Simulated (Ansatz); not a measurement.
# NaF (Villiaumite) under changes of volume

One of the cells (12.487 Å³/atom); the others are scaled copies at fixed shape and fractional positions:

```
Na F
1.0
     0.00000    2.32000    2.32000
     2.32000    0.00000    2.32000
     2.32000    2.32000    0.00000
Na F
1 1
Direct
  0.00000 0.00000 0.00000
  0.50000 0.50000 0.50000
```

| Item | Value |
| --- | --- |
| Program | Ansatz 0.2.0 |
| Functional | LDA |
| Potentials or basis | Ansatz PAW |
| Cutoff | 420 eV (not typed: the program's choice for these potentials) |
| k mesh | 8 × 8 × 8 |
| Occupations | fermi-dirac, width 0.05 eV |
| Spin | no spin polarisation |

```tsv
volume (Å³/atom)	energy over the lowest point (meV/atom)	pressure (GPa)	gap on the mesh (eV)
11.738	0.00	-1.6	6.29
11.988	3.41	-2.7	6.18
12.237	8.29	-3.6	6.06
12.487	14.82	-4.5	5.96
12.737	22.24	-5.2	5.85
12.987	30.79	-5.9	5.76
13.236	?	?	?
```

**Question.** What does the run at 13.236 Å³/atom give?

**Answer.** Energy over the lowest point 40.45 meV/atom; pressure -6.4 GPa; gap on the mesh 5.66 eV.

Worked out: A Birch-Murnaghan fit of order 3 (a polynomial in V^(-2/3)) to the other rows has its minimum at 11.45 Å³/atom, just outside them, with B0 = V·E''(V) = 69 GPa and B' = 6.5. It gives 40.04 meV/atom at 13.236 Å³/atom, against the run's 40.45, and -dE/dV = -6.2 GPa, against -6.4. A straight line through the other rows of the gap, of slope -5.29 eV per unit of ln V (its deformation potential), extrapolates to 5.65 eV, against the run's 5.66.

Energies are extrapolated to zero smearing.

Caveats: the PAW data sets come from PBE, with cores solved anew for the run's functional, which leaves a small shift of forces and pressure.
